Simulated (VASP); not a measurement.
TePb: band structure with TB-mBJ

**Experimental background.**

From a printed reference work, monograph, for a bulk crystal of TePb at 4.2 K: band gap 0.19 eV (direct).

Crystal: TePb.

```
CELL_PARAMETERS angstrom
0.00000 3.22185 3.22185
3.22185 0.00000 3.22185
3.22185 3.22185 0.00000
ATOMIC_POSITIONS crystal
Te 0.50000 0.50000 0.50000
Pb 0.00000 0.00000 0.00000
```

```json
{
  "Program": "VASP 6.6.1",
  "Task": "band structure",
  "Functional": "TB-mBJ",
  "Potentials or basis": "VASP PAW PBE potentials, release 64 (Te, Pb_d)",
  "Cutoff": "520 eV",
  "k mesh": "8 × 8 × 8",
  "Occupations": "gaussian, width 0.03 eV",
  "Spin": "no spin polarisation",
  "Further INCAR settings": "ALGO = Normal; EDIFF = 1e-07; NBANDS = 17"
}
```

| Property | Result |
| --- | --- |
| Band gap on the k mesh | 1.10 eV, direct |
| Band gap along the path | 1.10 eV, direct |

Levels at the corners of the path, in eV from the valence-band top:
```tsv
point	band 7	band 8	band 9	band 10	band 11	band 12	band 13	band 14
Γ	-5.39	-1.51	-1.51	-1.51	4.32	4.32	4.32	5.88
X	-7.17	-4.50	-2.89	-2.89	3.57	5.70	5.70	6.98
X	-7.17	-4.50	-2.89	-2.89	3.57	5.70	5.70	6.98
W	-7.88	-3.82	-3.82	-0.51	1.89	5.40	5.40	7.11
W	-7.88	-3.82	-3.82	-0.51	1.89	5.40	5.40	7.11
K	-7.86	-4.13	-2.40	-2.10	3.76	3.88	5.40	6.15
K	-7.86	-4.13	-2.40	-2.10	3.76	3.88	5.40	6.15
Γ	-5.39	-1.51	-1.51	-1.51	4.32	4.32	4.32	5.88
Γ	-5.39	-1.51	-1.51	-1.51	4.32	4.32	4.32	5.88
L	-8.51	-1.08	-1.08	0.00	1.10	1.41	1.41	8.96
L	-8.51	-1.08	-1.08	0.00	1.10	1.41	1.41	8.96
U	-7.86	-4.13	-2.40	-2.10	3.76	3.88	5.40	6.15
U	-7.86	-4.13	-2.40	-2.10	3.76	3.88	5.40	6.15
W	-7.88	-3.82	-3.82	-0.51	1.89	5.40	5.40	7.11
W	-7.88	-3.82	-3.82	-0.51	1.89	5.40	5.40	7.11
L	-8.51	-1.08	-1.08	0.00	1.10	1.41	1.41	8.96
L	-8.51	-1.08	-1.08	0.00	1.10	1.41	1.41	8.96
K	-7.86	-4.13	-2.40	-2.10	3.76	3.88	5.40	6.15
U	-7.86	-4.13	-2.40	-2.10	3.76	3.88	5.40	6.15
X	-7.17	-4.50	-2.89	-2.89	3.57	5.70	5.70	6.98
```

It took 90 s on 1 thread of Intel(R) Xeon(R) 6975P-C (Granite Rapids) (shared host), peak memory 0.23 GiB.

Measured gap of TePb: 0.19 eV (direct; 4.2 K; a printed reference work, monograph). This calculation gives 1.10 eV (+0.91 eV). Spin-orbit coupling on Pb, Te is left out. The value is that of TB-mBJ, without temperature or zero-point motion.

Caveat: spin-orbit coupling is left out, which as a rule narrows the gap of such compounds by several tenths of an eV.
